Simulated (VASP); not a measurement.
# CaO (P6_3/mmc) in VASP: notebook

One crystal, CaO, is run at these levels: PBE, HSE06; tasks: single point.

All numbers are computed with VASP 6.6.1; they aren't measurements. Logs are shortened: lines on timing, memory, paths and dates and some standing lists are left out, and cuts for length are marked.

### Step 1. The crystal as given

The structure is hexagonal, space group P6_3/mmc (No. 194). Conventional cell: a = 3.981 Å, b = 3.981 Å, c = 4.770 Å, α = 90.00°, β = 90.00°, γ = 120.00°. Around Ca (site symmetry -6m2) lie 5 O at 2.30 to 2.39 Å. O (site symmetry -6m2) is surrounded by 5 Ca at 2.30 to 2.39 Å.

The cell was built by a generator and needn't be a form met in nature.

### Step 2. Single point, PBE

File INCAR:

```
SYSTEM = CaO
PREC = Accurate
ENCUT = 520
EDIFF = 1E-6
ISMEAR = 0
SIGMA = 0.01
LREAL = .FALSE.
LASPH = .TRUE.
NELM = 100
ALGO = Fast
ISIF = 2
LWAVE = .FALSE.
LCHARG = .FALSE.
GGA = PE
NBANDS = 24
```

File KPOINTS:

```
Automatic mesh
0
G
  6 6 4
  0 0 0
```

File POSCAR:

```
CaO
1.0
    3.9810268818      0.0000000000      0.0000000000
   -1.9905134409      3.4476704128      0.0000000000
    0.0000000000      0.0000000000      4.7701152067
Ca O
2 2
Direct
    0.3333333333      0.6666666667      0.2500000000
    0.6666666667      0.3333333333      0.7500000000
    0.6666666667      0.3333333333      0.2500000000
    0.3333333333      0.6666666667      0.7500000000
```

Potentials or basis: VASP PAW PBE potentials, release 64 (Ca_sv, O).

Started as:

```
$ cat potpaw_PBE.64/Ca_sv/POTCAR potpaw_PBE.64/O/POTCAR > POTCAR
$ mpirun -np 1 vasp_std > vasp.out
```

OUTCAR:

```text
SYSTEM = CaO
   PREC = Accurate
   ENCUT = 520
   EDIFF = 1E-6
   ISMEAR = 0
   LREAL = .FALSE.
   LASPH = .TRUE.
   NELM = 100
   ISIF = 2
   GGA = PE

 ion  position               nearest neighbor table
   1  0.333  0.667  0.250-   3 2.30   3 2.30   3 2.30   4 2.39   4 2.39
   2  0.667  0.333  0.750-   4 2.30   4 2.30   4 2.30   3 2.39   3 2.39
   3  0.667  0.333  0.250-   1 2.30   1 2.30   1 2.30   2 2.39   2 2.39
   4  0.333  0.667  0.750-   2 2.30   2 2.30   2 2.30   1 2.39   1 2.39

  LATTYP: Found a hexagonal cell.
 ALAT       =     3.9810268818
 C/A-ratio  =     1.1982122574

  Lattice vectors:

 A1 = (   3.9810268818,   0.0000000000,   0.0000000000)
 A2 = (  -1.9905134409,   3.4476704128,   0.0000000000)
 A3 = (   0.0000000000,   0.0000000000,   4.7701152067)

Analysis of symmetry for initial positions (statically):
=====================================================================
 Subroutine PRICEL returns:
 Original cell was already a primitive cell.

 Routine SETGRP: Setting up the symmetry group for a
 hexagonal supercell.

 Subroutine GETGRP returns: Found 24 space group operations
 (whereof 12 operations were pure point group operations)
 out of a pool of 24 trial point group operations.

The static configuration has the point symmetry D_3d.
 The point group associated with its full space group is D_6h.

Analysis of symmetry for dynamics (positions and initial velocities):
=====================================================================
 Subroutine PRICEL returns:
 Original cell was already a primitive cell.

 Routine SETGRP: Setting up the symmetry group for a
 hexagonal supercell.

 Subroutine GETGRP returns: Found 24 space group operations
 (whereof 12 operations were pure point group operations)
 out of a pool of 24 trial point group operations.

The dynamic configuration has the point symmetry D_3d.
 The point group associated with its full space group is D_6h.

 Subroutine INISYM returns: Found 24 space group operations
 (whereof 12 operations are pure point group operations),
 and found     1 'primitive' translations

----------------------------------------------------------------------------------------

                                     Primitive cell

  volume of cell :      65.4711

  direct lattice vectors                    reciprocal lattice vectors
     3.981026882  0.000000000  0.000000000     0.251191471  0.145025464  0.000000000
    -1.990513441  3.447670413  0.000000000     0.000000000  0.290050927  0.000000000
     0.000000000  0.000000000  4.770115207     0.000000000  0.000000000  0.209638543

  length of vectors
     3.981026882  3.981026882  4.770115207     0.290050927  0.290050927  0.209638543

  position of ions in fractional coordinates (direct lattice)
     0.333333333  0.666666667  0.250000000
     0.666666667  0.333333333  0.750000000
     0.666666667  0.333333333  0.250000000
     0.333333333  0.666666667  0.750000000

  ion indices of the primitive-cell ions
   primitive index   ion index
                 1           1
                 2           2
                 3           3
                 4           4

----------------------------------------------------------------------------------------

 KPOINTS: Automatic mesh

Automatic generation of k-mesh.
 Grid dimensions read from file:
 generate k-points for:    6    6    4

 Generating k-lattice:

  Cartesian coordinates                     Fractional coordinates (reciprocal lattice)
     0.041865245  0.024170911  0.000000000     0.166666667 -0.000000000  0.000000000
     0.000000000  0.048341821  0.000000000     0.000000000  0.166666667  0.000000000
     0.000000000  0.000000000  0.052409636     0.000000000  0.000000000  0.250000000

  Length of vectors
     0.048341821  0.048341821  0.052409636

  Shift w.r.t. Gamma in fractional coordinates (k-lattice)
     0.000000000  0.000000000  0.000000000

 Subroutine IBZKPT returns following result:
 ===========================================

 Found     21 irreducible k-points:

 Following reciprocal coordinates:
            Coordinates               Weight
  0.000000  0.000000  0.000000      1.000000
  0.166667  0.000000  0.000000      6.000000
  0.333333 -0.000000  0.000000      6.000000
  0.500000 -0.000000  0.000000      3.000000
  0.166667  0.166667  0.000000      6.000000
  0.333333  0.166667  0.000000     12.000000
[... 13 lines left out ...]
  0.333333  0.166667  0.500000     12.000000
  0.333333  0.333333  0.500000      2.000000
   k-points           NKPTS =     21   k-points in BZ     NKDIM =     21   number of bands    NBANDS=     24
   number of dos      NEDOS =    301   number of ions     NIONS =      4
   total plane-waves  NPLWV =  32400
   dimension x,y,z NGX =    30 NGY =   30 NGZ =   36
   dimension x,y,z NGXF=    60 NGYF=   60 NGZF=   72
   ions per type =               2   2
   NGX,Y,Z   is equivalent  to a cutoff of  12.53, 12.53, 12.55 a.u.
   NGXF,Y,Z  is equivalent  to a cutoff of  25.06, 25.06, 25.09 a.u.
 SYSTEM =  CaO
   PREC   = accura    normal or accurate (medium, high low for compatibility)
   ISTART =      0    job   : 0-new  1-cont  2-samecut
   ICHARG =      2    charge: 1-file 2-atom 10-const
   ISPIN  =      1    spin polarized calculation?
   LNONCOLLINEAR =      F non collinear calculations
   LSORBIT =      F    spin-orbit coupling
   LASPH  =      T    aspherical Exc in radial PAW
   ENCUT  =  520.0 eV  38.22 Ry    6.18 a.u.   7.40  7.40  8.87*2*pi/ulx,y,z
   NELM   =    100;   NELMIN=  2; NELMDL= -5     # of ELM steps
   EDIFF  = 0.1E-05   stopping-criterion for ELM
   LREAL  =      F    real-space projection
   EDIFFG = 0.1E-04   stopping-criterion for IOM
   NSW    =      0    number of steps for IOM
   IBRION =     -1    ionic relax: 0-MD 1-quasi-New 2-CG
   NFREE  =      0    steps in history (QN), initial steepest desc. (CG)
   ISIF   =      2    stress and relaxation
   ISYM   =      2    0-nonsym 1-usesym 2-fastsym
   POTIM  = 0.5000    time-step for ionic-motion
   TEBEG  =    0.0;   TEEND  =   0.0 temperature during run
   PSTRESS=    0.0 pullay stress
   NELECT =      32.0000    total number of electrons
   NUPDOWN=      -1.0000    fix difference up-down
   EMIN   =  10.00;   EMAX   =-10.00  energy-range for DOS
   EFERMI =   0.00;   METHOD = LEGACY
   ISMEAR =     0;   SIGMA  =   0.01  broadening in eV -4-tet -1-fermi 0-gaus
   EFERMI_NEDOS =   21; number of points for ismear=-14 and -15
   IALGO  =     68    algorithm
   IMIX   =      4    mixing-type and parameters
     AMIX     =   0.40;   BMIX     =  1.00
     AMIX_MAG =   1.60;   BMIX_MAG =  1.00
  volume/ion in A,a.u.               =      16.37       110.46
  Fermi-wavevector in a.u.,A,eV,Ry     =   1.289560  2.436915 22.626015  1.662965
  Thomas-Fermi vector in A             =   2.421445
   LORBIT       =      0    0 simple, 1 ext, 2 COOP (PROOUT), +10 PAW based schemes
   GGA     = PE    functional components
   LHFCALC =     F    Hartree Fock is set to
   AEXX    =    0.0000 exact exchange contribution
   IVDW    =     0    specifies the selected vdW correction
   LEPSILON=     F    determine dielectric tensor
   LRPA    =     F    only Hartree local field effects (RPA)
 non-spin polarized calculation
 RMM-DIIS sequential band-by-band and
 Gauss-broadening in eV      SIGMA  =   0.01
  energy-cutoff  :      520.00
  volume of cell :       65.47
 maximum number of plane-waves:      1811
 NGX is ok and might be reduce to    30
   NGX = 15   NGY = 15   NGZ = 17

 number of electron      31.9999988 magnetization

 Free energy of the ion-electron system (eV)
  ---------------------------------------------------
  ext. energy  EPLUGINS =         0.00000000
  ---------------------------------------------------
  free energy    TOTEN  =       -25.33784985 eV

  energy without entropy =      -25.33784985  energy(sigma->0) =      -25.33784985

 E-fermi :   1.4328     XC(G=0):  -9.4331

 val. band max:        1.3886295338   @ k =   0.0000   0.0000   0.0000
 cond. band min:       4.5783426216   @ k =   0.0000   0.0000   0.0000
 fundamental gap:      3.1897130877
 Fermi energy:         1.4327971725

 k-point     1 :       0.0000    0.0000    0.0000
  band No.  band energies     occupation
      1     -36.2319      2.00000
      2     -36.0962      2.00000
      3     -17.5803      2.00000
      4     -17.3319      2.00000
      5     -17.3319      2.00000
      6     -17.1304      2.00000
[... 16 lines left out ...]
     23       9.9896      0.00000
     24       9.9900      0.00000

 k-point     2 :       0.1667    0.0000    0.0000
  band No.  band energies     occupation
      1     -36.2205      2.00000
      2     -36.1009      2.00000
      3     -17.5426      2.00000
      4     -17.4475      2.00000
      5     -17.3551      2.00000
      6     -17.2708      2.00000
[... 16 lines left out ...]
     23       9.5394      0.00000
     24       9.7967      0.00000

 k-point     3 :       0.3333   -0.0000    0.0000
  band No.  band energies     occupation
      1     -36.1931      2.00000
      2     -36.1149      2.00000
      3     -17.6592      2.00000
      4     -17.5108      2.00000
      5     -17.4470      2.00000
      6     -17.3976      2.00000
[... 16 lines left out ...]
     23       9.6410      0.00000
     24       9.8815      0.00000
[... 433 lines left out ...]
 k-point    20 :       0.3333    0.1667    0.5000
  band No.  band energies     occupation
      1     -36.1494      2.00000
      2     -36.1494      2.00000
      3     -18.0094      2.00000
      4     -18.0094      2.00000
      5     -17.3002      2.00000
      6     -17.3002      2.00000
[... 16 lines left out ...]
     23       9.9591      0.00000
     24       9.9617      0.00000

 k-point    21 :       0.3333    0.3333    0.5000
  band No.  band energies     occupation
      1     -36.1477      2.00000
      2     -36.1477      2.00000
      3     -18.0431      2.00000
      4     -18.0431      2.00000
      5     -17.3314      2.00000
      6     -17.3314      2.00000
[... 16 lines left out ...]
     23       9.9594      0.00000
     24       9.9596      0.00000

------------------------ aborting loop because EDIFF is reached ----------------------------------------

  FORCE on cell =-STRESS in cart. coord.  units (eV):
  Direction    XX          YY          ZZ          XY          YZ          ZX
  --------------------------------------------------------------------------------------
  -------------------------------------------------------------------------------------
  Total        0.8645637      0.8645637      1.0776612      0.0000000      0.0000000     -0.0000000
  in kB       21.1571849     21.1571849     26.3720019      0.0000000      0.0000000     -0.0000000
  external PRESSURE =      22.8954572 kB  Pullay stress =       0.0000000 kB

 VOLUME and BASIS-vectors are now :
 -----------------------------------------------------------------------------
  energy-cutoff  :      520.00
  volume of cell :       65.47
      direct lattice vectors                 reciprocal lattice vectors
     3.981026882  0.000000000  0.000000000     0.251191471  0.145025464  0.000000000
    -1.990513441  3.447670413  0.000000000     0.000000000  0.290050927  0.000000000
     0.000000000  0.000000000  4.770115207     0.000000000  0.000000000  0.209638543

 POSITION                                       TOTAL-FORCE (eV/Angst)
 -----------------------------------------------------------------------------------
     -0.00000      2.29845      1.19253        -0.000000      0.000000      0.000000
      1.99051      1.14922      3.57759         0.000000     -0.000000      0.000000
      1.99051      1.14922      1.19253         0.000000     -0.000000      0.000000
     -0.00000      2.29845      3.57759        -0.000000      0.000000      0.000000
 -----------------------------------------------------------------------------------
    total drift:                                0.000000     -0.000000      0.000000

  FREE ENERGIE OF THE ION-ELECTRON SYSTEM (eV)
  ---------------------------------------------------
  free  energy   TOTEN  =       -25.3378498536 eV

  energy  without entropy=      -25.3378498536  energy(sigma->0) =      -25.33784985
```

It took 31 s on 1 thread of AMD EPYC 9R45 (Zen 5), shared host; peak memory 0.16 GiB.

What came out:

```yaml
Free_energy: -25.3378 eV
Pressure: 2.3 GPa
Band_gap_on_the_k_mesh: 3.19 eV, direct
```

Stress tensor (GPa, compression positive):
```
2.12 0.00 0.00
0.00 2.12 0.00
0.00 0.00 2.64
```

Levels at points of the mesh, in eV from the valence-band top:
```csv
k point,band 13,band 14,band 15,band 16,band 17,band 18,band 19,band 20
"(0.00, 0.00, 0.00)",-1.17,-1.17,-1.09,0.00,3.19,6.15,6.15,7.74
"(0.50, 0.00, 0.00)",-0.86,-0.84,-0.60,-0.39,4.69,5.26,5.27,7.66
"(0.00, 0.00, 0.50)",-1.31,-1.31,-1.31,-1.31,5.00,5.00,7.80,7.80
"(0.50, 0.00, 0.50)",-1.07,-1.07,-0.77,-0.77,5.37,5.37,7.35,7.35
```

Expect the measured gap to be larger: semilocal functionals such as PBE lack the derivative discontinuity.

(Part 1 of 2 ends here.)
